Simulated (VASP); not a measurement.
# Br (P-1) in VASP: single point with PBEsol

Aim: the single point of Br with PBEsol.

All numbers are computed with VASP 6.6.1; they aren't measurements. Logs are shortened: lines on timing, memory, paths and dates and some standing lists are left out, and cuts for length are marked.

## Step 1: Starting point

The typed cell holds 1 atom: a = 4.117 Å, b = 4.060 Å, c = 4.062 Å, α = 138.81°, β = 139.05°, γ = 59.21°.

## Step 2: Single point, PBEsol

INCAR

```
PREC = Accurate ; ENCUT = 520
EDIFF = 1E-6 ; ISMEAR = -1
SIGMA = 0.15 ; LREAL = F
LASPH = T ; NELM = 100
ALGO = Normal ; ISIF = 2
LWAVE = F ; LCHARG = F
GGA = PS ; NBANDS = 10
```

KPOINTS

```
Automatic mesh
0
Gamma
  7 7 8
```

POSCAR

```
Br
1.0
   -1.4277500000      1.4694900000      3.5705100000
    1.4268000000     -1.3888700000      3.5380500000
    1.4302900000      1.3914200000     -3.5384300000
Br
1
Direct
    0.0000000000      0.0000000000      0.0000000000
```

Potentials or basis: VASP PAW PBE potentials, release 64 (Br).

Started as:

```
cat potpaw_PBE.64/Br/POTCAR > POTCAR
mpirun -np 1 vasp_std > vasp.out
```

OUTCAR:

```text
PREC = Accurate
   ENCUT = 520
   EDIFF = 1E-6
   ISMEAR = -1
   LREAL = F
   LASPH = T
   NELM = 100
   ISIF = 2
   GGA = PS

 ion  position               nearest neighbor table
   1  0.000  0.000  0.000-

  LATTYP: Found a triclinic cell.
 ALAT       =     5.7674103531
 B/A-ratio  =     0.4953854483
 C/A-ratio  =     1.2326185895
 COS(alpha) =     0.0002565053
 COS(beta)  =     0.6220935547
 COS(gamma) =     0.7427950610

  Lattice vectors:

 A1 = (  -4.2848400000,   1.4669400000,   3.5708900000)
 A2 = (  -2.8570900000,  -0.0025500000,   0.0003800000)
 A3 = (  -0.0009500000,   0.0806200000,   7.1085600000)

Analysis of symmetry for initial positions (statically):
=====================================================================
 Subroutine PRICEL returns:
 Original cell was already a primitive cell.

 Routine SETGRP: Setting up the symmetry group for a
 triclinic supercell.

 Subroutine GETGRP returns: Found  2 space group operations
 (whereof  2 operations were pure point group operations)
 out of a pool of  2 trial point group operations.

The static configuration has the point symmetry S_2 .

Analysis of symmetry for dynamics (positions and initial velocities):
=====================================================================
 Subroutine PRICEL returns:
 Original cell was already a primitive cell.

 Routine SETGRP: Setting up the symmetry group for a
 triclinic supercell.

 Subroutine GETGRP returns: Found  2 space group operations
 (whereof  2 operations were pure point group operations)
 out of a pool of  2 trial point group operations.

The dynamic configuration has the point symmetry S_2 .

 Subroutine INISYM returns: Found  2 space group operations
 (whereof  2 operations are pure point group operations),
 and found     1 'primitive' translations

----------------------------------------------------------------------------------------

                                     Primitive cell

  volume of cell :      29.0485

  direct lattice vectors                    reciprocal lattice vectors
    -1.427750000  1.469490000  3.570510000    -0.000292416  0.348006225  0.136728600
     1.426800000 -1.388870000  3.538050000     0.350026880 -0.001888953  0.140743669
     1.430290000  1.391420000 -3.538430000     0.349694223  0.349272557 -0.003914456

  length of vectors
     4.116602068  4.059866490  4.062298114     0.373902565  0.377268028  0.494259741

  position of ions in fractional coordinates (direct lattice)
     0.000000000  0.000000000  0.000000000

  ion indices of the primitive-cell ions
   primitive index   ion index
                 1           1

----------------------------------------------------------------------------------------

 KPOINTS: Automatic mesh

Automatic generation of k-mesh.
 Grid dimensions read from file:
 generate k-points for:    7    7    8

 Generating k-lattice:

  Cartesian coordinates                     Fractional coordinates (reciprocal lattice)
    -0.000041774  0.049715175  0.019532657     0.142857143  0.000000000  0.000000000
     0.050003840 -0.000269850  0.020106238    -0.000000000  0.142857143  0.000000000
     0.043711778  0.043659070 -0.000489307     0.000000000 -0.000000000  0.125000000

  Length of vectors
     0.053414652  0.053895433  0.061782468

  Shift w.r.t. Gamma in fractional coordinates (k-lattice)
     0.000000000  0.000000000  0.000000000

 Subroutine IBZKPT returns following result:
 ===========================================

 Found    197 irreducible k-points:

 Following reciprocal coordinates:
            Coordinates               Weight
  0.000000  0.000000  0.000000      1.000000
  0.142857  0.000000  0.000000      2.000000
  0.285714  0.000000  0.000000      2.000000
  0.428571  0.000000  0.000000      2.000000
 -0.000000  0.142857  0.000000      2.000000
  0.142857  0.142857  0.000000      2.000000
[... 16 lines left out ...]
 -0.428571  0.428571 -0.000000      2.000000
 -0.285714  0.428571 -0.000000      2.000000
 [... further k-points ...]
   k-points           NKPTS =    197   k-points in BZ     NKDIM =    197   number of bands    NBANDS=     10
   number of dos      NEDOS =    301   number of ions     NIONS =      1
   total plane-waves  NPLWV =  28800
   dimension x,y,z NGX =    32 NGY =   30 NGZ =   30
   dimension x,y,z NGXF=    64 NGYF=   60 NGZF=   60
   ions per type =               1
   NGX,Y,Z   is equivalent  to a cutoff of  12.92, 12.28, 12.28 a.u.
   NGXF,Y,Z  is equivalent  to a cutoff of  25.85, 24.57, 24.55 a.u.
 SYSTEM =  unknown system
   PREC   = accura    normal or accurate (medium, high low for compatibility)
   ISTART =      0    job   : 0-new  1-cont  2-samecut
   ICHARG =      2    charge: 1-file 2-atom 10-const
   ISPIN  =      1    spin polarized calculation?
   LNONCOLLINEAR =      F non collinear calculations
   LSORBIT =      F    spin-orbit coupling
   LASPH  =      T    aspherical Exc in radial PAW
   ENCUT  =  520.0 eV  38.22 Ry    6.18 a.u.   7.65  7.55  7.55*2*pi/ulx,y,z
   NELM   =    100;   NELMIN=  2; NELMDL= -5     # of ELM steps
   EDIFF  = 0.1E-05   stopping-criterion for ELM
   LREAL  =      F    real-space projection
   EDIFFG = 0.1E-04   stopping-criterion for IOM
   NSW    =      0    number of steps for IOM
   IBRION =     -1    ionic relax: 0-MD 1-quasi-New 2-CG
   NFREE  =      0    steps in history (QN), initial steepest desc. (CG)
   ISIF   =      2    stress and relaxation
   ISYM   =      2    0-nonsym 1-usesym 2-fastsym
   POTIM  = 0.5000    time-step for ionic-motion
   TEBEG  =    0.0;   TEEND  =   0.0 temperature during run
   PSTRESS=    0.0 pullay stress
   NELECT =       7.0000    total number of electrons
   NUPDOWN=      -1.0000    fix difference up-down
   EMIN   =  10.00;   EMAX   =-10.00  energy-range for DOS
   EFERMI =   0.00;   METHOD = LEGACY
   ISMEAR =    -1;   SIGMA  =   0.15  broadening in eV -4-tet -1-fermi 0-gaus
   EFERMI_NEDOS =   21; number of points for ismear=-14 and -15
   IALGO  =     38    algorithm
   IMIX   =      4    mixing-type and parameters
     AMIX     =   0.40;   BMIX     =  1.00
     AMIX_MAG =   1.60;   BMIX_MAG =  1.00
  volume/ion in A,a.u.               =      29.05       196.03
  Fermi-wavevector in a.u.,A,eV,Ry     =   1.018746  1.925152 14.120730  1.037844
  Thomas-Fermi vector in A             =   2.152221
   LORBIT       =      0    0 simple, 1 ext, 2 COOP (PROOUT), +10 PAW based schemes
   GGA     = PS    functional components
   LHFCALC =     F    Hartree Fock is set to
   AEXX    =    0.0000 exact exchange contribution
   IVDW    =     0    specifies the selected vdW correction
   LEPSILON=     F    determine dielectric tensor
   LRPA    =     F    only Hartree local field effects (RPA)
 non-spin polarized calculation
  energy-cutoff  :      520.00
  volume of cell :       29.05
 maximum number of plane-waves:       798
   NGX = 15   NGY = 15   NGZ = 15

 number of electron       7.0000000 magnetization

 Free energy of the ion-electron system (eV)
  ---------------------------------------------------
  ext. energy  EPLUGINS =         0.00000000
  ---------------------------------------------------
  free energy    TOTEN  =        -1.71990467 eV

  energy without entropy =       -1.68119977  energy(sigma->0) =       -1.70055222

 E-fermi :   1.2741     XC(G=0):  -8.8466

 val. band max:        1.2342670235   @ k =  -0.1429  -0.1429   0.2500
 cond. band min:       1.3061416552   @ k =  -0.1429  -0.4286   0.2500
 fundamental gap:      0.0718746317
 Fermi energy:         1.2741473686

 k-point     1 :       0.0000    0.0000    0.0000
  band No.  band energies     occupation
      1     -14.9157      2.00000
      2      -0.8942      2.00000
      3       2.2129      0.00382
      4       2.2432      0.00312
      5       6.6134      0.00000
      6      11.1120      0.00000
      7      11.4866      0.00000
      8      17.0510      0.00000
      9      17.0744      0.00000
     10      17.5569      0.00000

 k-point     2 :       0.1429    0.0000    0.0000
  band No.  band energies     occupation
      1     -14.6727      2.00000
      2      -0.8703      2.00000
      3       0.4505      1.99179
      4       2.3896      0.00118
      5       7.3018      0.00000
      6      11.5507      0.00000
      7      13.2178      0.00000
      8      13.9067      0.00000
      9      17.4622      0.00000
     10      18.9790      0.00000

 k-point     3 :       0.2857    0.0000    0.0000
  band No.  band energies     occupation
      1     -14.0417      2.00000
      2      -2.3865      2.00000
      3      -0.6756      2.00000
      4       2.7476      0.00011
      5       8.3626      0.00000
      6      11.2877      0.00000
      7      12.3204      0.00000
      8      17.3949      0.00000
      9      18.0104      0.00000
     10      18.8645      0.00000

 k-point     4 :       0.4286    0.0000    0.0000
  band No.  band energies     occupation
      1     -13.4051      2.00000
      2      -4.2400      2.00000
      3      -0.5076      1.99999
      4       3.0689      0.00001
      5       7.8009      0.00000
      6      12.8087      0.00000
      7      13.2205      0.00000
      8      16.5601      0.00000
      9      16.7263      0.00000
     10      18.5449      0.00000
[... 222 lines left out ...]
 k-point    22 :       0.4286    0.4286    0.0000
  band No.  band energies     occupation
      1     -11.9936      2.00000
      2      -2.9773      2.00000
      3      -2.7467      2.00000
      4       0.4278      1.99294
      5       7.1980      0.00000
      6       9.6265      0.00000
      7      13.4591      0.00000
      8      14.8402      0.00000
      9      16.8245      0.00000
     10      17.2320      0.00000

 k-point    23 :      -0.4286    0.4286   -0.0000
  band No.  band energies     occupation
      1     -12.0178      2.00000
      2      -2.9794      2.00000
      3      -2.6977      2.00000
      4       0.6212      1.97459
      5       7.1318      0.00000
      6       9.6388      0.00000
      7      12.8435      0.00000
      8      13.8337      0.00000
      9      16.5389      0.00000
     10      18.3947      0.00000

 k-point    24 :      -0.2857    0.4286   -0.0000
  band No.  band energies     occupation
      1     -12.6038      2.00000
      2      -3.4033      2.00000
      3      -1.0677      2.00000
      4       0.2413      1.99796
      5       8.8450      0.00000
      6       9.5261      0.00000
      7      12.0262      0.00000
      8      13.8946      0.00000
      9      18.5134      0.00000
     10      19.8979      0.00000

 [... further k-points ...]

------------------------ aborting loop because EDIFF is reached ----------------------------------------

  FORCE on cell =-STRESS in cart. coord.  units (eV):
  Direction    XX          YY          ZZ          XY          YZ          ZX
  --------------------------------------------------------------------------------------
  -------------------------------------------------------------------------------------
  Total       -0.4063822     -0.4045264      0.0891442     -0.0095511     -0.0045378      0.0159574
  in kB      -22.4140901    -22.3117301      4.9167633     -0.5267932     -0.2502812      0.8801348
  external PRESSURE =     -13.2696856 kB  Pullay stress =       0.0000000 kB

 VOLUME and BASIS-vectors are now :
 -----------------------------------------------------------------------------
  energy-cutoff  :      520.00
  volume of cell :       29.05
      direct lattice vectors                 reciprocal lattice vectors
    -1.427750000  1.469490000  3.570510000    -0.000292416  0.348006225  0.136728600
     1.426800000 -1.388870000  3.538050000     0.350026880 -0.001888953  0.140743669
     1.430290000  1.391420000 -3.538430000     0.349694223  0.349272557 -0.003914456

 POSITION                                       TOTAL-FORCE (eV/Angst)
 -----------------------------------------------------------------------------------
      0.00000      0.00000      0.00000         0.000000      0.000000      0.000000
 -----------------------------------------------------------------------------------
    total drift:                                0.000000      0.000000     -0.000000

  FREE ENERGIE OF THE ION-ELECTRON SYSTEM (eV)
  ---------------------------------------------------
  free  energy   TOTEN  =        -1.7199046651 eV

  energy  without entropy=       -1.6811997725  energy(sigma->0) =       -1.70055222
```

Wall time 60 s (1 thread of Intel Xeon Platinum 8375C at 2.90GHz (Ice Lake), shared host); peak memory 0.21 GiB.

Results:

| Property | Result |
| --- | --- |
| Free energy | -1.7199 eV |
| Pressure | -1.3 GPa |
| Band gap on the k mesh | none (metal or under the smearing width) |

Levels at points of the mesh, in eV from the Fermi level:
```csv
k point,band 1,band 2,band 3,band 4,band 5,band 6,band 7,band 8,band 9
"(0.00, 0.00, 0.00)",-16.19,-2.17,0.94,0.97,5.34,9.84,10.21,15.78,15.80
"(0.00, 0.00, 0.50)",-13.09,-4.44,-4.12,-0.58,5.36,8.21,12.58,13.70,14.53
```

Caveat: the k mesh is coarse (spacing up to 0.39 Å⁻¹), so the values aren't converged; the PAW data sets were made with another functional, which shifts forces and pressure a little; an odd number of electrons without spin polarisation forces a metal; a magnetic or distorted state may lie lower.
